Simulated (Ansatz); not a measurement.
**BaS: single point with PBE**

BaS:

```
Ba S
1.0
     0.00000    3.19375    3.19375
     3.19375    0.00000    3.19375
     3.19375    3.19375    0.00000
Ba S
1 1
Direct
  0.00000 0.00000 0.00000
  0.50000 0.50000 0.50000
```

```json
{"Program": "Ansatz 0.2.0", "Task": "single point", "Functional": "PBE", "Potentials or basis": "all-electron LAPW, scalar-relativistic", "Cutoff": "137 eV (chosen from the basis error)", "Basis error allowed": "0.001 eV/atom", "k mesh": "7 × 7 × 7", "Occupations": "gaussian, width 0.02 eV", "Spin": "no spin polarisation"}
```

- Pressure: 0.8 GPa
- Band gap on the k mesh: 2.26 eV, indirect (least direct gap 2.38 eV)

Levels at points of the mesh, in eV from the valence-band top:
```csv
k point,band 17,band 18,band 19,band 20,band 21,band 22,band 23,band 24,band 25,band 26
"(0.00, 0.00, 0.00)",-11.00,-10.29,0.00,0.00,0.00,3.69,3.97,3.97,3.97,4.89
```

Run time: 6.6 s on 1 thread of Arm Neoverse N1, on a shared host, peak memory 0.24 GiB.

The gap isn't set beside the measured one, since this odd mesh misses points on the zone boundary.

Caveat: spin-orbit coupling is left out, which moves the levels of the heavy elements; an odd mesh through Γ misses points on the zone boundary, where band edges often lie.
